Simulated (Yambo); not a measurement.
# AlN (F-43m) in Yambo: notebook, part 3 of 4

Yambo 5.3.0. The steps go on from the part before.

**5. G0W0 quasiparticle levels, PBEsol**

Input file g0w04.in:

```
gw0
dyson
el_el_corr
rim_cut
HF_and_locXC
mpa
em1d
RandQpts= 1000000
RandGvec= 50 RL
EXXRLvcs= 84 Ry
VXCRLvcs= 84 Ry
Chimod= "HARTREE"
% BndsRnXm
 1 | 104 |
%
NGsBlkXm= 12 Ry
% LongDrXm
 1 | 1 | 1 |
%
EnSampXm= "2l"
EnGridXm= "lP"
% EnRngeXm
 0 | 60 | eV
%
% ImRngeXm
 1.0 | 27.21138 | eV
%
% DmRngeXm
 0.001 | 0.1 | eV
%
ETStpsXm= 12
% GbndRnge
 1 | 104 |
%
GTermKind= "BG"
DysSolver= "n"
ExtendOut
% QPkrange
 1 | 1 | 3 | 6 |
 7 | 7 | 3 | 6 |
%
```

Input file scf.in:

```
&CONTROL
  calculation = 'scf'
  prefix = 'pwscf'
  outdir = './tmp'
  pseudo_dir = './pseudo'
/
&SYSTEM
  ibrav = 0
  nat = 2
  ntyp = 2
  ecutwfc = 84
  nbnd = 9
  occupations = 'smearing'
  smearing = 'fd'
  degauss = 0.00367493
  force_symmorphic = .true.
/
&ELECTRONS
  conv_thr = 4d-10
  electron_maxstep = 120
  mixing_beta = 0.5
/
ATOMIC_SPECIES
Al    26.9815 Al.upf
N     14.0070 N.upf
CELL_PARAMETERS angstrom
   0.0000000000    2.1839935596    2.1839935596
   2.1839935596    0.0000000000    2.1839935596
   2.1839935596    2.1839935596    0.0000000000
ATOMIC_POSITIONS crystal
Al     0.0000000000    0.0000000000    0.0000000000
N      0.2500000000    0.2500000000    0.2500000000
K_POINTS automatic
10 10 10 0 0 0
```

Input file nscf.in:

```
&CONTROL
  calculation = 'nscf'
  prefix = 'pwscf'
  outdir = './tmp'
  pseudo_dir = './pseudo'
/
&SYSTEM
  ibrav = 0
  nat = 2
  ntyp = 2
  ecutwfc = 84
  nbnd = 104
  occupations = 'fixed'
  force_symmorphic = .true.
/
&ELECTRONS
  conv_thr = 1d-08
  diago_full_acc = .true.
  diago_thr_init = 1d-06
/
ATOMIC_SPECIES
Al    26.9815 Al.upf
N     14.0070 N.upf
CELL_PARAMETERS angstrom
   0.0000000000    2.1839935596    2.1839935596
   2.1839935596    0.0000000000    2.1839935596
   2.1839935596    2.1839935596    0.0000000000
ATOMIC_POSITIONS crystal
Al     0.0000000000    0.0000000000    0.0000000000
N      0.2500000000    0.2500000000    0.2500000000
K_POINTS automatic
4 4 4 0 0 0
```

Potentials or basis: PseudoDojo 0.4.1 SR PBEsol standard.

The run is started by

```console
OMP_NUM_THREADS=1 pw.x -in scf.in > scf.out
OMP_NUM_THREADS=1 pw.x -in nscf.in > nscf.out
cd tmp/pwscf.save; p2y; mv SAVE ../..; cd ../..
OMP_NUM_THREADS=1 yambo
mkdir -p g0w04; ln -s $PWD/g0w00/ndb.RIM g0w04/
OMP_NUM_THREADS=1 yambo -F g0w04.in -J g0w04 -C g0w04_out
```

Yambo's report:

```text
[... sections 02.01 to 02.04 as in the set-up run ...]

  [02.05] Energies & Occupations
  ==============================

  [X] === General ===
  [X] Electronic Temperature                        :  0.000000  0.000000 [eV K]
  [X] Bosonic    Temperature                        :  0.000000  0.000000 [eV K]
  [X] Finite Temperature mode                       : no
  [X] El. density                                   :  0.38398E+24 [cm-3]
  [X] Fermi Level                                   :  6.862801 [eV]

  [X] === Gaps and Widths ===
  [X] Conduction Band Min                           :  3.188299 [eV]
  [X] Valence Band Max                              :  0.000000 [eV]
  [X] Filled Bands                                  :   4
  [X] Empty Bands                                   :    5  104
  [X] Direct Gap                                    :  4.118432 [eV]
  [X] Direct Gap localized at k                     :  1
  [X] Indirect Gap                                  :  3.188299 [eV]
  [X] Indirect Gap between kpts                     :   1   7
  [X] Last valence band width                       :  2.746912 [eV]
  [X] 1st conduction band width                     :  4.517536 [eV]

 [03] Transferred momenta grid and indexing
 ==========================================

 IBZ Q-points                                      :   8
 BZ  Q-points                                      :   64

 K/Q-points units:
 rlu = crystal or reduced units; cc = cartesian coordinates; iku = interal k-units

 Q [1]          [rlu]:  0.000000  0.000000  0.000000
 Q [2]          [rlu]: -0.52978E-17 -0.52978E-17  0.25000
 Q [3]          [rlu]:  0.10596E-16  0.10596E-16 -0.50000
 Q [4]          [rlu]:  0.19945E-16  0.25000      0.25000
 Q [5]          [rlu]:  0.25178E-16  0.25000      0.50000
 Q [6]          [rlu]:  0.10596E-16  0.25000     -0.25000
 Q [7]          [rlu]: -0.39890E-16 -0.50000     -0.50000
 Q [8]          [rlu]:  0.250000 -0.500000 -0.250000

 [04] Coloumb potential Random Integration (RIM)
 ===============================================

 Summary of Coulomb integrals for non-metallic bands |Q|[au] RIM/Bare

 Q [1] 0.100000E-4 0.995988 * Q [2] 0.329610 1.065884
 Q [4] 0.380601 1.064810 * Q [6] 0.538251 1.027704
 Q [5] 0.631155 1.020409 * Q [3] 0.659220 1.018308
 Q [7] 0.761202 1.014905 * Q [8] 0.851049 1.011860

 [05] Dipoles
 ============

  [05.01] Setup: observables and procedures
  =========================================

  [WF-Oscillators/G space/Transverse up loader] Normalization (few states)  min/max  :  0.27756E-16   1.0000

  [WR./g0w04//ndb.dipoles]--------------------------------------------------------
   Brillouin Zone Q/K grids (IBZ/BZ)                :    8   64    8   64
   RL vectors                                       :  2397 [WF]
   Fragmentation                                    : yes
   Electronic Temperature                           :  0.000000 [K]
   Bosonic    Temperature                           :  0.000000 [K]
   DIP band range                                   :    1  104
   DIP band range limits                            :   4   5
   DIP e/h energy range                             : -1.000000 -1.000000 [eV]
   RL vectors in the sum                            :  2397
   [r,Vnl] included                                 : yes
   Bands ordered                                    : yes
   Direct v evaluation                              : no
   Approach used                                    : G-space v
   Dipoles computed                                 : R V P [G-space]
   Wavefunctions                                    : Perdew, Burke & Ernzerhof SOL(X)+Perdew, Burke & Ernzerhof SOL(C)

 [06] Dynamic Dielectric Matrix (MPA)
[... 64 lines left out ...]
  Electronic Temperature                           :  0.000000 [K]
  Bosonic    Temperature                           :  0.000000 [K]
  Green`s function   wavefunctions                 : Perdew, Burke & Ernzerhof SOL(X)+Perdew, Burke & Ernzerhof SOL(C)
  Total number of QP states                        :   8
  Exchange RL vectors                              :  1893
  Exchange summation bands                         :   4
  RIM RL components                                :   51
  RIM random points                                :  1000000

 [xc] E_xc :  -3.417123 [Ha]
      E_xc :  -6.834247 [Ry]

  Local XC kind (lXC) : Perdew, Burke & Ernzerhof SOL(X)+Perdew, Burke & Ernzerhof SOL(C)
  Non-Local XC kind (nlXC) : Hartree-Fock

  Corrections @ K [1] :  [eV]
 <3|nlXC|3> = -20.92955 -0.11209E-16 <3|lXC|3> = -16.78582 -0.25404E-21
 <4|nlXC|4> = -20.92954 -0.16451E-16 <4|lXC|4> = -16.78582 -0.18882E-15
 <5|nlXC|5> = -8.013896  0.26493E-17 <5|lXC|5> = -12.63235  0.20138E-20
 <6|nlXC|6> = -4.119499  0.26270E-18 <6|lXC|6> = -10.03516  0.18882E-15

  Corrections @ K [7] :  [eV]
 <3|nlXC|3> = -20.04996 -0.10379E-17 <3|lXC|3> = -15.30731 -0.18080E-21
 <4|nlXC|4> = -20.04995  0.41240E-17 <4|lXC|4> = -15.30731  0.18882E-15
 <5|nlXC|5> = -5.018125  0.51173E-17 <5|lXC|5> = -9.404345  0.21387E-16
 <6|nlXC|6> = -4.400760 -0.70696E-18 <6|lXC|6> = -9.648237 -0.47206E-16

 [08] Dyson equation: Newton solver
 ==================================

  [08.01] G0W0 (W MPA)
  ====================

  [  GW  ] Bands range     :   1  104
  [GW/MPA] G damping   [ev]: 0.100000

  QP @ state[ 1 ] K range:  1  1
  QP @ state[ 1 ] b range:   3   6
  QP @ state[ 2 ] K range:   7   7
  QP @ state[ 2 ] b range:   3   6

    MPA interpolation solver:PT

  [08.02] QP properties and I/O
  =============================

  Legend (energies in eV)
  - B  : Band       - Eo  : bare energy
  - E  : QP energy  - Z   : Renormalization factor
  - So : Sc(Eo)     - S   : Sc(E)
  - dSp: Sc derivative precision

  - lXC: Local XC (Perdew, Burke & Ernzerhof SOL(X)+Perdew, Burke & Ernzerhof SOL(C))
  -nlXC: non-Local XC (Hartree-Fock)

  QP [eV] @ K [1] (iku):  0.000000  0.000000  0.000000
   B=3 Eo= -0.00 E= -1.04 E-Eo= -1.04 Re(Z)=0.78 Im(Z)=-0.430922E-2 nlXC= -20.9295 lXC= -16.7858 So=  2.80837
   B=4 Eo=  0.00 E= -1.04 E-Eo= -1.04 Re(Z)=0.78 Im(Z)=-0.429961E-2 nlXC= -20.9295 lXC= -16.7858 So=  2.80827
   B=5 Eo=  4.12 E=  4.67 E-Eo=  0.55 Re(Z)=0.81 Im(Z)=-0.231603E-2 nlXC= -8.01390 lXC= -12.6323 So= -3.93333
   B=6 Eo= 12.47 E= 13.11 E-Eo=  0.64 Re(Z)=0.81 Im(Z)=  0.01281 nlXC= -4.11950 lXC=-10.03516 So= -5.12070

  QP [eV] @ K [7] (iku): -0.500000  0.000000  0.000000
   B=3 Eo= -1.80 E= -3.03 E-Eo= -1.23 Re(Z)=0.77 Im(Z)=-0.493743E-2 nlXC= -20.0500 lXC= -15.3073 So=  3.13538
   B=4 Eo= -1.80 E= -3.03 E-Eo= -1.23 Re(Z)=0.77 Im(Z)=-0.493535E-2 nlXC= -20.0499 lXC= -15.3073 So=  3.13523
   B=5 Eo=  3.19 E=  3.64 E-Eo=  0.45 Re(Z)=0.83 Im(Z)=-0.180390E-2 nlXC= -5.01812 lXC= -9.40434 So= -3.84118
   B=6 Eo=  8.51 E=  9.19 E-Eo=  0.68 Re(Z)=0.83 Im(Z)=-0.127451E-2 nlXC= -4.40076 lXC= -9.64824 So= -4.42140

  [WR./g0w04//ndb.QP]-------------------------------------------------------------
   Lattice constants                                :  4.127150  4.127150  4.127150
   Coulomb cutoff potential                         : none
   Electronic Temperature                           :  0.000000 [K]
   Bosonic    Temperature                           :  0.000000 [K]
   Green`s function   energies                      : Perdew, Burke & Ernzerhof SOL(X)+Perdew, Burke & Ernzerhof SOL(C)
   wavefunctions                                    : Perdew, Burke & Ernzerhof SOL(X)+Perdew, Burke & Ernzerhof SOL(C)
   PPA    diel. fun.  energies                      : Perdew, Burke & Ernzerhof SOL(X)+Perdew, Burke & Ernzerhof SOL(C)
   wavefunctions                                    : Perdew, Burke & Ernzerhof SOL(X)+Perdew, Burke & Ernzerhof SOL(C)
   QP tot states                                    :   8
   GW solver                                        : Newton
   GW approximation                                 : MPA
   MPA number of poles                              :  0.000000
   RIM G`s                                          :   51
   RIM random pts                                   :  1000000
   dS/dw steps                                      :  2
   dS/dw step                                       :  0.100000 ev
   X G`s                                            :  137 used
   X G`s                                            :  137 disk
   X bands                                          :    1  104
   X poles                                          :  100.0000 o/o
   X e/h E range                                    : -1.000000 -1.000000 ev
   X Hxc Kernel                                     : HARTREE
   X damping range                                  :  0.100000E-2  0.100000    ev
   X Steps                                          :  12
   X BZ energy Double Grid                          : no
   X Optical Averaged directions                    : none
   Sc/G bands                                       :    1  104
   Sc/G damping                                     :  0.100000 ev
   Sc bands terminator                              : yes
   Sc terminator kind                               : BG
   Sc Terminator pole                               :  40.81708
   Sx RL components                                 :  1893

   QP @ state[ 1 ] K range                          :  1  1
   QP @ state[ 1 ] b range                          :   3   6
   QP @ state[ 2 ] K range                          :   7   7
   QP @ state[ 2 ] b range                          :   3   6
   GF energies kind                                 : Perdew, Burke & Ernzerhof SOL(X)+Perdew, Burke & Ernzerhof SOL(C)
   GF WF`s kind                                     : Perdew, Burke & Ernzerhof SOL(X)+Perdew, Burke & Ernzerhof SOL(C)
   Xs energies kind                                 : Perdew, Burke & Ernzerhof SOL(X)+Perdew, Burke & Ernzerhof SOL(C)
   Xs WF`s kind                                     : Perdew, Burke & Ernzerhof SOL(X)+Perdew, Burke & Ernzerhof SOL(C)
```

Wall time 2.9 min (1 thread of Arm Neoverse V2, shared host); peak memory 0.34 GiB.

What came out:

```yaml
Band_gap_on_the_k_mesh_mean-field_level: 3.19 eV, indirect (least direct gap 4.12 eV)
Quasiparticle_gap: 4.68 eV
Least_direct_quasiparticle_gap: 5.71 eV
Quasiparticle_gap_at_Γ: 5.71 eV
Band_gap_of_the_same_states_before_the_correction: 3.19 eV
```

Quasiparticle terms (eV):
```
                k point  band  Kohn-Sham level     Vxc      Σx     Σc     Z  result
  (0.000, 0.000, 0.000)     3             0.00  -16.79  -20.93   2.81  0.78   -1.04
  (0.000, 0.000, 0.000)     4             0.00  -16.79  -20.93   2.81  0.78   -1.04
  (0.000, 0.000, 0.000)     5             4.12  -12.63   -8.01  -3.93  0.81    4.67
  (0.000, 0.000, 0.000)     6            12.47  -10.04   -4.12  -5.12  0.81   13.11
(0.000, -0.500, -0.500)     3            -1.80  -15.31  -20.05   3.14  0.77   -3.03
(0.000, -0.500, -0.500)     4            -1.80  -15.31  -20.05   3.14  0.77   -3.03
(0.000, -0.500, -0.500)     5             3.19   -9.40   -5.02  -3.84  0.83    3.64
(0.000, -0.500, -0.500)     6             8.51   -9.65   -4.40  -4.42  0.83    9.19
```

Caveat: the k mesh is coarse (spacing up to 0.62 Å⁻¹), so the values aren't converged; this version prints the column dSc/dw multiplied by 27.2. A k mesh can miss the band edges.

(Continued in part 4 of 4.)
